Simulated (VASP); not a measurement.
The system is Ge.

```
Ge
1.0
    -2.49590    2.65086    1.43695
     2.49590   -2.65086    1.43695
     2.49590    2.65086   -1.43695
Ge
2
Direct
  0.31406 0.06406 0.25000
  0.68594 0.93594 0.75000
```

This isn't the form of Ge at room conditions, which is diamond.

```yaml
Program: VASP 6.6.1
Task: single point
Functional: PBE
Potentials_or_basis: VASP PAW PBE potentials, release 64 (Ge_d)
Cutoff: 520 eV
k_mesh: 11 × 11 × 11
Occupations: fermi-dirac, width 0.05 eV
Spin: no spin polarisation
```

On this cell: pressure 1.2 GPa; largest force 0.057 eV/Å; band gap on the k mesh none (metal or under the smearing width).

The same run follows on a disturbed copy (atoms moved at random, drawn with an rms of 0.05 Å):

```
Ge
1.0
    -2.49590    2.65086    1.43695
     2.49590   -2.65086    1.43695
     2.49590    2.65086   -1.43695
Ge
2
Direct
  0.29840 0.03724 0.23933
  0.69452 0.94755 0.75384
```

Q: What changes?

A: The energy (extrapolated to zero smearing) moves by +5.1 meV/atom; pressure 1.3 GPa; largest force 0.168 eV/Å; band gap on the k mesh none (metal or under the smearing width).

Forces in eV/Å, atoms in the order of the input:
```
Ge   0.160  0.004  0.049
Ge  -0.160 -0.004 -0.049
```

Stress tensor (GPa, compression positive):
```
 2.21  0.00 -0.49
 0.00  0.91  0.00
-0.49  0.00  0.90
```
